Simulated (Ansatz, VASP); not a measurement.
I in VASP and in Ansatz

INCAR

```
SYSTEM = I
PREC = Accurate
ENCUT = 520
EDIFF = 1E-6
ISMEAR = -1
SIGMA = 0.05
LREAL = .FALSE.
LASPH = .TRUE.
NELM = 60
ALGO = Normal
ISIF = 2
LWAVE = .FALSE.
LCHARG = .FALSE.
GGA = PE
NBANDS = 10
```

Contents of KPOINTS:

```
Automatic mesh
0
G
  9 9 9
  0 0 0
```

File POSCAR:

```
I
1.0
    0.0000000000      2.4119965442      3.9865231326
    2.2352415877      0.0000000000      3.9865231326
    2.2352415877      2.4119965442      0.0000000000
I
1
Direct
    0.0000000000      0.0000000000      0.0000000000
```

The input input.yaml:

```yaml
crystal:
  lattice:
    - [0.0, 2.4119965442, 3.9865231326]
    - [2.2352415877, 0.0, 3.9865231326]
    - [2.2352415877, 2.4119965442, 0.0]
  atoms:
    - { symbol: I, position: [0.0, 0.0, 0.0] }
kpoints:
  mp_grid: { grid: [9, 9, 9] }
scf:
  occupations: { method: fermi_dirac, width: 0.05 }
hamiltonian:
  xc: pbe
  pseudopotentials: { kind: all_electron, lapw: { basis_error: 0.0005 } }
output:
  forces: true
  stress: true
  eigenvalues: true
```

Change from the starting cell: volume scaled by 1.06.

Alike in both runs: task single point; functional PBE; k mesh 9 × 9 × 9; occupations fermi-dirac, width 0.05 eV; no spin polarisation.

```csv
,VASP,Ansatz
version,VASP 6.6.1,Ansatz 0.2.0
potentials or method,"VASP PAW PBE potentials, release 64 (I)","all-electron LAPW, scalar-relativistic"
plane-wave cutoff (eV),520,see its input
```

Ansatz gave:

* gap on the k mesh at the Fermi level (eV): none
* pressure (GPa): -0.8
* largest component of the traceless stress (GPa): 1.40

Which values does VASP return?

gap on the k mesh at the Fermi level (eV): none; pressure (GPa): -0.9; largest component of the traceless stress (GPa): 1.43.

A gap of «none» marks a metal or a gap that the smearing closes. Ansatz ran all-electron here, so the differences hold the error of VASP's frozen core and of both bases.

Caveats: an odd number of electrons without spin polarisation forces a metal; a magnetic or distorted state may lie lower. The runs have no spin-orbit coupling, so splittings on I are missing.
